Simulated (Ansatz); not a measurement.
A run of Ansatz 0.2.0:

File input.yaml:

```yaml
crystal:
  lattice:
    - [-2.9401404553, 2.9401404553, 1.5993019889]
    - [2.9401404553, -2.9401404553, 1.5993019889]
    - [2.9401404553, 2.9401404553, -1.5993019889]
  atoms:
    - { symbol: Sn, position: [0.0, 0.0, 0.0], spin: 0.5 }
    - { symbol: Sn, position: [0.75, 0.25, 0.5], spin: 0.5 }
kpoints:
  mp_grid: { grid: [9, 9, 9] }
scf:
  occupations: { method: fermi_dirac, width: 0.1 }
hamiltonian:
  xc: { exchange: rpbe, correlation: lyp }
  pseudopotentials:
    kind: all_electron
    lapw: { basis_error: 0.001 }
    dirac_shells: { Sn: ["3p", "3d"] }
magnetization:
  spin_polarized: true
output:
  forces: true
  stress: true
  eigenvalues: true
  populations: true
```

Potentials or basis: all-electron LAPW, inner shells corrected to Dirac's equation.

The run is started by

```console
$ ansatz run input.yaml --threads 1 --pin off --max-ram 2560MiB --backend cpu --events-out ev --progress --plain --runs-dir out
```

Hardware: 1 thread of Intel(R) Xeon(R) Platinum 8375C CPU @ 2.90GHz (Ice Lake), with other jobs on the host.

Question: Estimate the wall time of this run.

Answer: It took 41 s on 1 thread of Intel(R) Xeon(R) Platinum 8375C CPU @ 2.90GHz (Ice Lake), on a shared host, peak memory 0.54 GiB. Counts: scf iterations 15, plane waves 383, k points 75, bands 27.
